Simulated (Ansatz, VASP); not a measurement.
# AlN (AlN (F-43m)): VASP beside Ansatz, part 2 of 2

Wanted: the spread between two codes on one cell, functional and k mesh. The cell is generated by rule, not measured, and may not be a known phase. The cell is taken from a series of runs on this material, whose earlier steps may have relaxed, scaled, displaced or heated it; both programs get it as it stands.

VASP 6.6.1 and Ansatz 0.2.0.

So far. Step 3 (VASP: single point, r2SCAN, pair 1): The run ends at a pressure of 23.47 GPa.

**5. VASP: single point, r2SCAN, pair 2**

Level of this step: r2SCAN; plane waves and PAW (Al, N); invented cell (VASP).

With cell and atoms fixed, the geometry can't cause a difference; cores, projectors, grids and the points listed under the comparison can. This pair takes another cell of the material, with 54 atoms against 2 for the pair before.

The input, INCAR:

```
SYSTEM = AlN
PREC = Accurate
ENCUT = 580
EDIFF = 1E-06
NELM = 120
ISMEAR = -1
SIGMA = 0.01
LREAL = Auto
ALGO = Normal
METAGGA = R2SCAN
LASPH = .TRUE.
NBANDS = 152
LORBIT = 11
LWAVE = .FALSE.
LCHARG = .FALSE.
ISIF = 2
ISYM = 2
GGA_COMPAT = .FALSE.
EFERMI = MIDGAP
LMIXTAU = .TRUE.
NCORE = 2
```

The input, POSCAR:

```
AlN
1.0
    0.0000000000      6.3575641672      6.3575641672
    6.3575641672      0.0000000000      6.3575641672
    6.3575641672      6.3575641672      0.0000000000
Al N
27 27
Direct
    0.0000000000      0.0000000000      1.0000000000
    0.0000000000      0.0000000000      0.3333333333
    0.0000000000      0.0000000000      0.6666666667
    0.0000000000      0.3333333333      1.0000000000
    0.0000000000      0.3333333333      0.3333333333
    0.0000000000      0.3333333333      0.6666666667
    0.0000000000      0.6666666667      1.0000000000
    0.0000000000      0.6666666667      0.3333333333
    0.0000000000      0.6666666667      0.6666666667
    0.3333333333      0.0000000000      1.0000000000
    0.3333333333      0.0000000000      0.3333333333
    0.3333333333      0.0000000000      0.6666666667
    0.3333333333      0.3333333333      1.0000000000
    0.3333333333      0.3333333333      0.3333333333
    0.3333333333      0.3333333333      0.6666666667
    0.3333333333      0.6666666667      1.0000000000
    0.3333333333      0.6666666667      0.3333333333
    0.3333333333      0.6666666667      0.6666666667
    0.6666666667      0.0000000000      1.0000000000
    0.6666666667      0.0000000000      0.3333333333
    0.6666666667      0.0000000000      0.6666666667
    0.6666666667      0.3333333333      1.0000000000
    0.6666666667      0.3333333333      0.3333333333
    0.6666666667      0.3333333333      0.6666666667
    0.6666666667      0.6666666667      1.0000000000
    0.6666666667      0.6666666667      0.3333333333
    0.6666666667      0.6666666667      0.6666666667
    0.0833333333      0.0833333333      0.0833333333
    0.0833333333      0.0833333333      0.4166666667
    0.0833333333      0.0833333333      0.7500000000
    0.0833333333      0.4166666667      0.0833333333
    0.0833333333      0.4166666667      0.4166666667
    0.0833333333      0.4166666667      0.7500000000
    0.0833333333      0.7500000000      0.0833333333
    0.0833333333      0.7500000000      0.4166666667
    0.0833333333      0.7500000000      0.7500000000
    0.4166666667      0.0833333333      0.0833333333
    0.4166666667      0.0833333333      0.4166666667
    0.4166666667      0.0833333333      0.7500000000
    0.4166666667      0.4166666667      0.0833333333
    0.4166666667      0.4166666667      0.4166666667
    0.4166666667      0.4166666667      0.7500000000
    0.4166666667      0.7500000000      0.0833333333
    0.4166666667      0.7500000000      0.4166666667
    0.4166666667      0.7500000000      0.7500000000
    0.7500000000      0.0833333333      0.0833333333
    0.7500000000      0.0833333333      0.4166666667
    0.7500000000      0.0833333333      0.7500000000
    0.7500000000      0.4166666667      0.0833333333
    0.7500000000      0.4166666667      0.4166666667
    0.7500000000      0.4166666667      0.7500000000
    0.7500000000      0.7500000000      0.0833333333
    0.7500000000      0.7500000000      0.4166666667
    0.7500000000      0.7500000000      0.7500000000
```

The input, KPOINTS:

```
Points of the shifted mesh
1
Reciprocal
 0.2500000000  0.2500000000  0.2500000000 1
```

The projector-augmented-wave data sets are Al and N (PBE family, release 64).

The run is started by

```bash
$ mpirun -np 8 vasp_std
```

Numbers of over 12 decimals in the logs are rounded to 6 here.

The log of the run:

```text
[banner, memory and clock lines left out]
running    8 mpi-ranks, on    1 nodes
[...]
[... a notice as in an earlier step ...]

 LDA part: xc-table for (None), standard interpolation
 POSCAR, INCAR and KPOINTS ok, starting setup
[...]
entering main loop
       N       E                     dE             d eps       ncg     rms          rms(c)
DAV:   1     0.862494518141E+03    0.86249E+03   -0.11310E+05   304   0.147E+03
DAV:   2    -0.532670700425E+03   -0.13952E+04   -0.13293E+04   368   0.304E+02
DAV:   3    -0.632305196656E+03   -0.99634E+02   -0.98812E+02   368   0.878E+01
DAV:   4    -0.633603833912E+03   -0.12986E+01   -0.12963E+01   352   0.105E+01
[...]
DAV:  23    -0.512127779027E+03    0.94960E-05   -0.42394E-06   320   0.797E-03    0.398E-03
DAV:  24    -0.512127789844E+03   -0.10817E-04   -0.21493E-06   224   0.603E-03    0.171E-03
DAV:  25    -0.512127790624E+03   -0.78043E-06   -0.10232E-06   216   0.421E-03
   1 F= -.51212779E+03 E0= -.51212779E+03  d E =0.000000E+00
```

Parts of OUTCAR (step 5):

```text
  Total       73.9751448     73.9751448     73.9751448      0.0000000      0.0000000      0.0000000
  in kB      230.6185058    230.6185058    230.6185058      0.0000000      0.0000000      0.0000000
  external PRESSURE =     230.6185058 kB  Pullay stress =       0.0000000 kB

 POSITION                                       TOTAL-FORCE (eV/Angst)
 -----------------------------------------------------------------------------------
      0.00000      0.00000      0.00000         0.000000     -0.000000      0.000000
      2.11919      2.11919      0.00000         0.000000      0.000000      0.000000
      4.23838      4.23838      0.00000        -0.000000     -0.000000     -0.000000
      2.11919      0.00000      2.11919         0.000000      0.000000      0.000000
      4.23838      2.11919      2.11919        -0.000000     -0.000000      0.000000
      6.35756      4.23838      2.11919         0.000000      0.000000      0.000000
      4.23838      0.00000      4.23838         0.000000      0.000000      0.000000
      6.35756      2.11919      4.23838         0.000000     -0.000000     -0.000000
      8.47675      4.23838      4.23838         0.000000     -0.000000      0.000000
      0.00000      2.11919      2.11919        -0.000000      0.000000      0.000000
      2.11919      4.23838      2.11919         0.000000      0.000000      0.000000
      4.23838      6.35756      2.11919         0.000000     -0.000000      0.000000
      2.11919      2.11919      4.23838        -0.000000     -0.000000      0.000000
      4.23838      4.23838      4.23838         0.000000     -0.000000      0.000000
[...]
-----------------------------------------------------------------------------------
    total drift:                                0.000002      0.000002      0.000002

  FREE ENERGIE OF THE ION-ELECTRON SYSTEM (eV)
  ---------------------------------------------------
  free  energy   TOTEN  =      -512.1277906243 eV

  energy  without entropy=     -512.1277906243  energy(sigma->0) =     -512.12779062

[... 2 further parts left out ...]
[key lines of the parts left out:]
E-fermi :   9.2251
```

The run ends at a pressure of 23.06 GPa.

**6. Ansatz: single point, r2SCAN, pair 2**

The same cell, functional, mesh and smearing now go to Ansatz.

The cell is taken from a series of runs on this material, whose earlier steps may have relaxed, scaled, displaced or heated it; both programs get it as it stands.

The input, input.yaml:

```yaml
crystal:
  lattice:
    - [0.0, 6.3575641672, 6.3575641672]
    - [6.3575641672, 0.0, 6.3575641672]
    - [6.3575641672, 6.3575641672, 0.0]
  atoms:
    - { symbol: Al, position: [0.0, 0.0, 0.0] }
    - { symbol: "N", position: [0.0833333333, 0.0833333333, 0.0833333333] }
    - { symbol: Al, position: [0.0, 0.0, 0.3333333333] }
    - { symbol: "N", position: [0.0833333333, 0.0833333333, 0.4166666667] }
    - { symbol: Al, position: [0.0, 0.0, 0.6666666667] }
    - { symbol: "N", position: [0.0833333333, 0.0833333333, 0.75] }
    - { symbol: Al, position: [0.0, 0.3333333333, 0.0] }
    - { symbol: "N", position: [0.0833333333, 0.4166666667, 0.0833333333] }
    - { symbol: Al, position: [0.0, 0.3333333333, 0.3333333333] }
    - { symbol: "N", position: [0.0833333333, 0.4166666667, 0.4166666667] }
    - { symbol: Al, position: [0.0, 0.3333333333, 0.6666666667] }
    - { symbol: "N", position: [0.0833333333, 0.4166666667, 0.75] }
    - { symbol: Al, position: [0.0, 0.6666666667, 0.0] }
    - { symbol: "N", position: [0.0833333333, 0.75, 0.0833333333] }
    - { symbol: Al, position: [0.0, 0.6666666667, 0.3333333333] }
    - { symbol: "N", position: [0.0833333333, 0.75, 0.4166666667] }
    - { symbol: Al, position: [0.0, 0.6666666667, 0.6666666667] }
    - { symbol: "N", position: [0.0833333333, 0.75, 0.75] }
    - { symbol: Al, position: [0.3333333333, 0.0, 0.0] }
    - { symbol: "N", position: [0.4166666667, 0.0833333333, 0.0833333333] }
    - { symbol: Al, position: [0.3333333333, 0.0, 0.3333333333] }
    - { symbol: "N", position: [0.4166666667, 0.0833333333, 0.4166666667] }
    - { symbol: Al, position: [0.3333333333, 0.0, 0.6666666667] }
    - { symbol: "N", position: [0.4166666667, 0.0833333333, 0.75] }
    - { symbol: Al, position: [0.3333333333, 0.3333333333, 0.0] }
    - { symbol: "N", position: [0.4166666667, 0.4166666667, 0.0833333333] }
    - { symbol: Al, position: [0.3333333333, 0.3333333333, 0.3333333333] }
    - { symbol: "N", position: [0.4166666667, 0.4166666667, 0.4166666667] }
    - { symbol: Al, position: [0.3333333333, 0.3333333333, 0.6666666667] }
    - { symbol: "N", position: [0.4166666667, 0.4166666667, 0.75] }
    - { symbol: Al, position: [0.3333333333, 0.6666666667, 0.0] }
    - { symbol: "N", position: [0.4166666667, 0.75, 0.0833333333] }
    - { symbol: Al, position: [0.3333333333, 0.6666666667, 0.3333333333] }
    - { symbol: "N", position: [0.4166666667, 0.75, 0.4166666667] }
    - { symbol: Al, position: [0.3333333333, 0.6666666667, 0.6666666667] }
    - { symbol: "N", position: [0.4166666667, 0.75, 0.75] }
    - { symbol: Al, position: [0.6666666667, 0.0, 0.0] }
    - { symbol: "N", position: [0.75, 0.0833333333, 0.0833333333] }
    - { symbol: Al, position: [0.6666666667, 0.0, 0.3333333333] }
    - { symbol: "N", position: [0.75, 0.0833333333, 0.4166666667] }
    - { symbol: Al, position: [0.6666666667, 0.0, 0.6666666667] }
    - { symbol: "N", position: [0.75, 0.0833333333, 0.75] }
    - { symbol: Al, position: [0.6666666667, 0.3333333333, 0.0] }
    - { symbol: "N", position: [0.75, 0.4166666667, 0.0833333333] }
    - { symbol: Al, position: [0.6666666667, 0.3333333333, 0.3333333333] }
    - { symbol: "N", position: [0.75, 0.4166666667, 0.4166666667] }
    - { symbol: Al, position: [0.6666666667, 0.3333333333, 0.6666666667] }
    - { symbol: "N", position: [0.75, 0.4166666667, 0.75] }
    - { symbol: Al, position: [0.6666666667, 0.6666666667, 0.0] }
    - { symbol: "N", position: [0.75, 0.75, 0.0833333333] }
    - { symbol: Al, position: [0.6666666667, 0.6666666667, 0.3333333333] }
    - { symbol: "N", position: [0.75, 0.75, 0.4166666667] }
    - { symbol: Al, position: [0.6666666667, 0.6666666667, 0.6666666667] }
    - { symbol: "N", position: [0.75, 0.75, 0.75] }
basis:
  ecutwfc: 500
  xc_grid: 2
hamiltonian:
  xc: r2scan
  pseudopotentials: { kind: paw, azcp: { folder: soft_1 } }
kpoints:
  mp_grid: { grid: [1, 1, 1], shift: [0.25, 0.25, 0.25] }
scf:
  occupations: { method: fermi_dirac, width: 0.01 }
  max_iter: 80
```

The run is started by

```bash
$ ansatz run input.yaml --threads 4 --pin off --max-ram 7536MiB --backend cpu --events-out ev --progress --plain --runs-dir out
```

The log of the run:

```text
[...]
Crystal: 54 atoms, lattice volume = 513.928 Å³
Basis set: ecut = 500 eV, 13107 PW (Γ), exchange–correlation on 144×144×144 points (8 copies of the dense FFT grid, shifted against one another)
Bands: 162, of which v1, the nominal top of the filled ones, is band 108 counted from 1 (107 counted from 0)
Symmetry: 162 space group operations
k-points: 1
[...]
SCF iter   8: F=-25062.080949 eV  HF=-25062.080949 eV  |F-HF|=8.73e-11  |Δ(HF+E_count)|=   1.49e-8  Δρ=5.10e-7  dr2=1.38e-9  dr2_τ=4.01e-11  ethr=2.18e-11  ⟨swp⟩=1.0  Hψ=413  notcnv=0
SCF 1 converged in 8 iterations: F = -25062.080949 eV  dr2 = 1.38e-9
[...]
SCF converged after 8 iterations
Free energy (F): -25062.080949 eV
[...]
Internal energy: -25062.080949 eV  (E = F + TS)
E sigma→0 (E₀):  -25062.080949 eV
Fermi energy:    10.320665 eV
[...]
```

**7. Comparison**

What differs besides the data sets and the points named for the pairs above, as far as they apply: the cutoff is 500 eV in Ansatz and 580 eV in VASP (PREC = Accurate, projectors in real space). Total energies have different zeros and are not compared.

Compared:

```csv
quantity,Ansatz,VASP,difference
gap on the k mesh (eV),5.288,5.287,+0.001
```

A gap on the mesh is an upper bound, since the band edges may lie between its points.

**8. What came out**

| Item | Value |
| --- | --- |
| difference in gap on the k mesh (single point, r2SCAN, pair 1) | -0.0091 eV |
| difference in gap on the k mesh (single point, r2SCAN, pair 2) | 7.0e-4 eV |

What this shows: The difference in gap on the k mesh is -0.0091 eV (single point, r2SCAN, pair 1), within the 0.08 eV picked in this series as the mark of a large difference. Such differences can come from data sets, numerical settings and the points named under the comparisons, not from the functional's error against experiment.

[Lines on the potential files, build, host, timing and source positions are cut from VASP's logs without a mark.]

[Logs are printed without paths, hosts, clocks, repeated set-up lines and the standing remarks that a program may print on its own settings, such as how far it seeks lower states.]

[Hosts, paths, dates, database ids (printed as entryN), source tags and the programs' standing remarks are cut or masked in the printed files.]
